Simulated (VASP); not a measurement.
# GaN (P6_3mc) in VASP: settings compared

One crystal, GaN, is run at these levels: PBE, LDA, PBEsol; tasks: band structure, evGW0 quasiparticle levels.

Program: VASP 6.6.1. These are calculated values, not measurements. Logs are shortened: lines on timing, memory, paths and dates and some standing lists are left out, and cuts for length are marked.

**Measured values to compare with.**

From “Studying electronic properties in GaN without electrical contacts using γ-γ vs e−-γ Perturbed Angular Correlations”, 2019, pmc:6823545, for a bulk crystal of GaN: band gap 3.503 ± 0.005 eV (direct).

How close the calculation comes is told below.

### 1 The structure

Symmetry: P6_3mc, No. 186, hexagonal system. Conventional cell: a = 3.180 Å, b = 3.180 Å, c = 5.166 Å, α = 90.00°, β = 90.00°, γ = 120.00°. Ga (site symmetry 3m) is surrounded by 4 N at 1.94 to 1.95 Å. N (site symmetry 3m) has 4 Ga at 1.94 to 1.95 Å as nearest neighbours.

### 2 Band structure, PBE, spin-orbit coupling, no magnetisation

POSCAR reads:

```
GaN
1.0
    3.1800000000      0.0000000000      0.0000000000
   -1.5900000000      2.7539607840      0.0000000000
    0.0000000000      0.0000000000      5.1660000000
Ga N
2 2
Direct
    0.6666666667      0.3333333333      0.5000000000
    0.3333333333      0.6666666667      0.0000000000
    0.6666666667      0.3333333333      0.8750000000
    0.3333333333      0.6666666667      0.3750000000
```

INCAR.step1 reads:

```
SYSTEM = GaN
PREC = Accurate ; ENCUT = 520
EDIFF = 1E-6 ; ISMEAR = -1
SIGMA = 0.05 ; LREAL = .False.
LASPH = .True. ; NELM = 80
ALGO = Normal ; ISIF = 2
LWAVE = .False. ; LCHARG = .True.
MAGMOM = 0 0 0 0 0 0 0 0 0 0 0 0 ; LORBIT = 11
LSORBIT = .True. ; GGA_COMPAT = .False.
GGA = PE
```

KPOINTS.step1 reads:

```
regular mesh
0
Gamma
  7 7 4
  0 0 0
```

INCAR.step2 reads:

```
SYSTEM = GaN
PREC = Accurate ; ENCUT = 520
EDIFF = 1E-6 ; ISMEAR = 0
SIGMA = 0.05 ; LREAL = .False.
LASPH = .True. ; NELM = 80
ALGO = Normal ; ISIF = 2
LWAVE = .False. ; LCHARG = .False.
MAGMOM = 0 0 0 0 0 0 0 0 0 0 0 0 ; LORBIT = 11
LSORBIT = .True. ; GGA_COMPAT = .False.
GGA = PE ; ICHARG = 11
```

KPOINTS.step2 reads:

```
path GMKGALHA,LM,KH
20
line-mode
reciprocal
 0.0000000000  0.0000000000  0.0000000000  G
 0.5000000000  0.0000000000  0.0000000000  M

 0.5000000000  0.0000000000  0.0000000000  M
 0.3333333333  0.3333333333  0.0000000000  K

 0.3333333333  0.3333333333  0.0000000000  K
 0.0000000000  0.0000000000  0.0000000000  G

 0.0000000000  0.0000000000  0.0000000000  G
 0.0000000000  0.0000000000  0.5000000000  A

 0.0000000000  0.0000000000  0.5000000000  A
 0.5000000000  0.0000000000  0.5000000000  L

 0.5000000000  0.0000000000  0.5000000000  L
 0.3333333333  0.3333333333  0.5000000000  H

 0.3333333333  0.3333333333  0.5000000000  H
 0.0000000000  0.0000000000  0.5000000000  A

 0.5000000000  0.0000000000  0.5000000000  L
 0.5000000000  0.0000000000  0.0000000000  M

 0.3333333333  0.3333333333  0.0000000000  K
 0.3333333333  0.3333333333  0.5000000000  H
```

Potentials or basis: VASP PAW PBE potentials, release 64 (Ga_d, N).

On the command line:

```sh
$ cat potpaw_PBE.64/Ga_d/POTCAR potpaw_PBE.64/N/POTCAR > POTCAR
$ cp INCAR.step1 INCAR
$ cp KPOINTS.step1 KPOINTS
$ mpirun -np 1 vasp_ncl > vasp.out
$ cp INCAR.step2 INCAR
$ cp KPOINTS.step2 KPOINTS
$ mpirun -np 1 vasp_ncl > vasp.out
```

OUTCAR:

```text
SYSTEM = GaN
   PREC = Accurate
   ENCUT = 520
   EDIFF = 1E-6
   ISMEAR = 0
   LREAL = .False.
   LASPH = .True.
   NELM = 80
   ISIF = 2
   LORBIT = 11
   LSORBIT = .True.
   GGA = PE
   ICHARG = 11

 ion  position               nearest neighbor table
   1  0.667  0.333  0.500-   3 1.94   4 1.95   4 1.95   4 1.95
   2  0.333  0.667  0.000-   4 1.94   3 1.95   3 1.95   3 1.95
   3  0.667  0.333  0.875-   1 1.94   2 1.95   2 1.95   2 1.95
   4  0.333  0.667  0.375-   2 1.94   1 1.95   1 1.95   1 1.95

  LATTYP: Found a hexagonal cell.
 ALAT       =     3.1800000000
 C/A-ratio  =     1.6245283019

  Lattice vectors:

 A1 = (   3.1800000000,   0.0000000000,   0.0000000000)
 A2 = (  -1.5900000000,   2.7539607840,   0.0000000000)
 A3 = (   0.0000000000,   0.0000000000,   5.1660000000)

Analysis of symmetry for initial positions (statically):
=====================================================================
 Subroutine PRICEL returns:
 Original cell was already a primitive cell.

 Routine SETGRP: Setting up the symmetry group for a
 hexagonal supercell.

 Subroutine GETGRP returns: Found 12 space group operations
 (whereof  6 operations were pure point group operations)
 out of a pool of 24 trial point group operations.

The static configuration has the point symmetry C_3v.
 The point group associated with its full space group is C_6v.

Analysis of symmetry for dynamics (positions and initial velocities):
=====================================================================
 Subroutine PRICEL returns:
 Original cell was already a primitive cell.

 Routine SETGRP: Setting up the symmetry group for a
 hexagonal supercell.

 Subroutine GETGRP returns: Found 12 space group operations
 (whereof  6 operations were pure point group operations)
 out of a pool of 24 trial point group operations.

The dynamic configuration has the point symmetry C_3v.
 The point group associated with its full space group is C_6v.

Analysis of structural, dynamic, and magnetic symmetry:
=====================================================================
 Subroutine PRICEL returns:
 Original cell was already a primitive cell.

 Routine SETGRP: Setting up the symmetry group for a
 hexagonal supercell.

 Subroutine GETGRP returns: Found 12 space group operations
 (whereof  6 operations were pure point group operations)
 out of a pool of 24 trial point group operations.

The overall configuration has the point symmetry C_3v.
 The point group associated with its full space group is C_6v.

 Subroutine INISYM returns: Found 12 space group operations
 (whereof  6 operations are pure point group operations),
 and found     1 'primitive' translations

----------------------------------------------------------------------------------------

                                     Primitive cell

  volume of cell :      45.2417

  direct lattice vectors                    reciprocal lattice vectors
     3.180000000  0.000000000  0.000000000     0.314465409  0.181556688  0.000000000
    -1.590000000  2.753960784  0.000000000     0.000000000  0.363113377  0.000000000
     0.000000000  0.000000000  5.166000000     0.000000000  0.000000000  0.193573364

  length of vectors
     3.180000000  3.180000000  5.166000000     0.363113377  0.363113377  0.193573364

  position of ions in fractional coordinates (direct lattice)
     0.666666667  0.333333333  0.500000000
     0.333333333  0.666666667  0.000000000
     0.666666667  0.333333333  0.875000000
     0.333333333  0.666666667  0.375000000

  ion indices of the primitive-cell ions
   primitive index   ion index
                 1           1
                 2           2
                 3           3
                 4           4

[... 104 lines left out ...]
   EFERMI =   0.00;   METHOD = LEGACY
   ISMEAR =     0;   SIGMA  =   0.05  broadening in eV -4-tet -1-fermi 0-gaus
   EFERMI_NEDOS =   21; number of points for ismear=-14 and -15
   IALGO  =     38    algorithm
   IMIX   =      4    mixing-type and parameters
     AMIX     =   0.40;   BMIX     =  1.00
     AMIX_MAG =   1.60;   BMIX_MAG =  1.00
  volume/ion in A,a.u.               =      11.31        76.33
  Fermi-wavevector in a.u.,A,eV,Ry     =   1.517036  2.866782 31.312427  2.301398
  Thomas-Fermi vector in A             =   2.626345
   LORBIT       =     11    0 simple, 1 ext, 2 COOP (PROOUT), +10 PAW based schemes
   GGA     = PE    functional components
   LHFCALC =     F    Hartree Fock is set to
   AEXX    =    0.0000 exact exchange contribution
   IVDW    =     0    specifies the selected vdW correction
   LEPSILON=     F    determine dielectric tensor
   LRPA    =     F    only Hartree local field effects (RPA)
 Gauss-broadening in eV      SIGMA  =   0.05
  energy-cutoff  :      520.00
  volume of cell :       45.24
 maximum number of plane-waves:      2484
 NGX is ok and might be reduce to    24

 number of electron      36.0000002 magnetization      -0.0000000     -0.0000000      0.0000000

 Free energy of the ion-electron system (eV)
  ---------------------------------------------------
  ext. energy  EPLUGINS =         0.00000000
  ---------------------------------------------------
  free energy    TOTEN  =       -23.30347762 eV

  energy without entropy =      -23.30347762  energy(sigma->0) =      -23.30347762

 E-fermi :   5.6757     XC(G=0): -11.7220

 val. band max:        5.4345775214   @ k =   0.0000   0.0000   0.0000
 cond. band min:       7.4036324746   @ k =   0.0000   0.0000   0.0000
 fundamental gap:      1.9690549533
 Fermi energy:         5.6757425771

 k-point     1 :       0.0000    0.0000    0.0000
  band No.  band energies     occupation
      1     -10.6396      1.00000
      2     -10.6396      1.00000
      3      -9.6871      1.00000
      4      -9.6871      1.00000
      5      -8.2071      1.00000
      6      -8.2071      1.00000
[... 1869 lines left out ...]
     43      13.8758      0.00000
     44      14.1383      0.00000

 [... further k-points ...]

------------------------ aborting loop because EDIFF is reached ----------------------------------------

  FORCE on cell =-STRESS in cart. coord.  units (eV):
  Direction    XX          YY          ZZ          XY          YZ          ZX
  --------------------------------------------------------------------------------------
  -------------------------------------------------------------------------------------
  Total        2.7444059      2.7444059      2.6644065      0.0000000      0.0000000      0.0000000
  in kB       97.1895672     97.1895672     94.3564920      0.0000000      0.0000000      0.0000000
  external PRESSURE =      96.2452088 kB  Pullay stress =       0.0000000 kB

 VOLUME and BASIS-vectors are now :
 -----------------------------------------------------------------------------
  energy-cutoff  :      520.00
  volume of cell :       45.24
      direct lattice vectors                 reciprocal lattice vectors
     3.180000000  0.000000000  0.000000000     0.314465409  0.181556688  0.000000000
    -1.590000000  2.753960784  0.000000000     0.000000000  0.363113377  0.000000000
     0.000000000  0.000000000  5.166000000     0.000000000  0.000000000  0.193573364

 POSITION                                       TOTAL-FORCE (eV/Angst)
 -----------------------------------------------------------------------------------
      1.59000      0.91799      2.58300         0.000000      0.000000      0.048003
     -0.00000      1.83597      0.00000        -0.000000     -0.000000      0.048003
      1.59000      0.91799      4.52025        -0.000000      0.000000     -0.048003
     -0.00000      1.83597      1.93725         0.000000      0.000000     -0.048003
 -----------------------------------------------------------------------------------
    total drift:                               -0.000000      0.000000     -0.107493

  FREE ENERGIE OF THE ION-ELECTRON SYSTEM (eV)
  ---------------------------------------------------
  free  energy   TOTEN  =       -23.3034776220 eV

  energy  without entropy=      -23.3034776220  energy(sigma->0) =      -23.30347762

 Spin-Orbit-Coupling matrix elements

 Ion:    1  E_soc:     -0.0106775
 l=   1
     0.0000000    -0.0009558    -0.0009622
    -0.0009558     0.0000000    -0.0009558
    -0.0009622    -0.0009558     0.0000000
 l=   2
     0.0000000    -0.0001621     0.0000000    -0.0001621    -0.0006641
    -0.0001621     0.0000000    -0.0004961    -0.0001602    -0.0001621
     0.0000000    -0.0004961     0.0000000    -0.0004961     0.0000000
    -0.0001621    -0.0001602    -0.0004961     0.0000000    -0.0001621
    -0.0006641    -0.0001621     0.0000000    -0.0001621     0.0000000
 l=   3
     0.0000000     0.0000000     0.0000000     0.0000000     0.0000000     0.0000000     0.0000000
     0.0000000     0.0000000     0.0000000     0.0000000     0.0000000     0.0000000     0.0000000
     0.0000000     0.0000000     0.0000000     0.0000000     0.0000000     0.0000000     0.0000000
     0.0000000     0.0000000     0.0000000     0.0000000     0.0000000     0.0000000     0.0000000
[... 49 lines left out ...]
 l=   2
     0.0000000     0.0000000     0.0000000     0.0000000     0.0000000
     0.0000000     0.0000000     0.0000000     0.0000000     0.0000000
     0.0000000     0.0000000     0.0000000     0.0000000     0.0000000
     0.0000000     0.0000000     0.0000000     0.0000000     0.0000000
     0.0000000     0.0000000     0.0000000     0.0000000     0.0000000
 l=   3
     0.0000000     0.0000000     0.0000000     0.0000000     0.0000000     0.0000000     0.0000000
     0.0000000     0.0000000     0.0000000     0.0000000     0.0000000     0.0000000     0.0000000
     0.0000000     0.0000000     0.0000000     0.0000000     0.0000000     0.0000000     0.0000000
     0.0000000     0.0000000     0.0000000     0.0000000     0.0000000     0.0000000     0.0000000
     0.0000000     0.0000000     0.0000000     0.0000000     0.0000000     0.0000000     0.0000000
     0.0000000     0.0000000     0.0000000     0.0000000     0.0000000     0.0000000     0.0000000
     0.0000000     0.0000000     0.0000000     0.0000000     0.0000000     0.0000000     0.0000000

 total charge

# of ion       s       p       d       tot
------------------------------------------
    1        0.771   0.887  10.198  11.856
    2        0.771   0.887  10.198  11.856
    3        1.207   2.594   0.000   3.801
    4        1.207   2.594   0.000   3.801
--------------------------------------------------
tot          3.955   6.962  20.396  31.312

 magnetization (x)

# of ion       s       p       d       tot
------------------------------------------
    1        0.000   0.000  -0.000   0.000
    2        0.000   0.000   0.000   0.000
    3       -0.000   0.000   0.000  -0.000
    4        0.000   0.000   0.000   0.000
--------------------------------------------------
tot         -0.000   0.000  -0.000  -0.000

 magnetization (y)

# of ion       s       p       d       tot
------------------------------------------
    1       -0.000  -0.000   0.000  -0.000
    2        0.000   0.000   0.000   0.000
    3       -0.000   0.000   0.000   0.000
    4        0.000  -0.000   0.000  -0.000
--------------------------------------------------
tot         -0.000  -0.000   0.000  -0.000

 magnetization (z)

# of ion       s       p       d       tot
------------------------------------------
    1       -0.000  -0.000  -0.000  -0.000
    2        0.000  -0.000   0.000  -0.000
    3        0.000   0.000   0.000   0.000
    4       -0.000   0.000   0.000   0.000
--------------------------------------------------
tot          0.000   0.000   0.000   0.000
```

Wall time 5.4 min (1 thread of AMD EPYC 9R45 (Zen 5), shared host); peak memory 0.54 GiB.

Caveat: the log is that of the step along the path at fixed density, whose energy, stress, charges and moments have no meaning.

### 3 Band structure, LDA

INCAR reads:

```
PREC     = Accurate       # precision mode
ENCUT    = 520            # plane-wave cutoff, eV
EDIFF    = 1E-6           # SCF threshold, eV
ISMEAR   = -1             # smearing method
SIGMA    = 0.05           # smearing width, eV
LREAL    = F              # projectors in reciprocal space
LASPH    = T              # aspherical terms in the spheres
NELM     = 80             # most SCF steps
ALGO     = Normal         # electronic algorithm
ISIF     = 2              # what is computed and relaxed
LWAVE    = F              # write WAVECAR
LCHARG   = F              # write CHGCAR
```

KPOINTS reads:

```
regular mesh
0
Gamma
  10 10 5
```

POSCAR is that of step 2.

KPOINTS_OPT reads:

```
path GMKGALHA,LM,KH
20
line-mode
reciprocal
 0.0000000000  0.0000000000  0.0000000000  G
 0.5000000000  0.0000000000  0.0000000000  M

 0.5000000000  0.0000000000  0.0000000000  M
 0.3333333333  0.3333333333  0.0000000000  K

 0.3333333333  0.3333333333  0.0000000000  K
 0.0000000000  0.0000000000  0.0000000000  G

 0.0000000000  0.0000000000  0.0000000000  G
 0.0000000000  0.0000000000  0.5000000000  A

 0.0000000000  0.0000000000  0.5000000000  A
 0.5000000000  0.0000000000  0.5000000000  L

 0.5000000000  0.0000000000  0.5000000000  L
 0.3333333333  0.3333333333  0.5000000000  H

 0.3333333333  0.3333333333  0.5000000000  H
 0.0000000000  0.0000000000  0.5000000000  A

 0.5000000000  0.0000000000  0.5000000000  L
 0.5000000000  0.0000000000  0.0000000000  M

 0.3333333333  0.3333333333  0.0000000000  K
 0.3333333333  0.3333333333  0.5000000000  H
```

Potentials or basis: VASP PAW LDA potentials, release 64 (Ga_d, N).

On the command line:

```sh
$ cat potpaw_LDA.64/Ga_d/POTCAR potpaw_LDA.64/N/POTCAR > POTCAR
$ mpirun -np 1 vasp_std > vasp.out
```

It took 83 s on 1 thread of AMD EPYC 9R45 (Zen 5), shared host; peak memory 0.16 GiB.

The run converged. Its results:

```yaml
Free_energy: -27.9009 eV
Pressure: -3.5 GPa
Largest_force: 0.128 eV/Å
Band_gap_on_the_k_mesh: 1.99 eV, direct
Band_gap_along_the_path: 1.99 eV, direct
```

Forces in eV/Å, atoms in the order of the input:
```
Ga   0.000  0.000 -0.128
Ga   0.000  0.000 -0.128
N    0.000  0.000  0.128
N    0.000  0.000  0.128
```

Stress tensor (GPa, compression positive):
```
-4.19  0.00  0.00
 0.00 -4.19  0.00
 0.00  0.00 -2.01
```

Levels at the corners of the path, in eV from the valence-band top:
```tsv
point	band 15	band 16	band 17	band 18	band 19	band 20	band 21	band 22
Γ	-1.08	-0.06	0.00	0.00	1.99	4.21	9.10	9.73
M	-4.33	-2.81	-2.30	-1.00	4.91	5.53	5.93	8.53
M	-4.33	-2.81	-2.30	-1.00	4.91	5.53	5.93	8.53
K	-5.41	-3.08	-3.08	-2.75	4.96	7.75	7.75	8.29
K	-5.41	-3.08	-3.08	-2.75	4.96	7.75	7.75	8.29
Γ	-1.08	-0.06	0.00	0.00	1.99	4.21	9.10	9.73
Γ	-1.08	-0.06	0.00	0.00	1.99	4.21	9.10	9.73
A	-0.55	-0.55	-0.55	-0.55	4.24	4.24	8.37	8.37
A	-0.55	-0.55	-0.55	-0.55	4.24	4.24	8.37	8.37
L	-1.98	-1.98	-1.95	-1.95	4.31	4.31	7.69	7.69
L	-1.98	-1.98	-1.95	-1.95	4.31	4.31	7.69	7.69
H	-4.29	-4.29	-1.52	-1.52	6.38	6.38	7.18	7.18
H	-4.29	-4.29	-1.52	-1.52	6.38	6.38	7.18	7.18
A	-0.55	-0.55	-0.55	-0.55	4.24	4.24	8.37	8.37
L	-1.98	-1.98	-1.95	-1.95	4.31	4.31	7.69	7.69
M	-4.33	-2.81	-2.30	-1.00	4.91	5.53	5.93	8.53
K	-5.41	-3.08	-3.08	-2.75	4.96	7.75	7.75	8.29
H	-4.29	-4.29	-1.52	-1.52	6.38	6.38	7.18	7.18
```

[end of part 1 of 2]
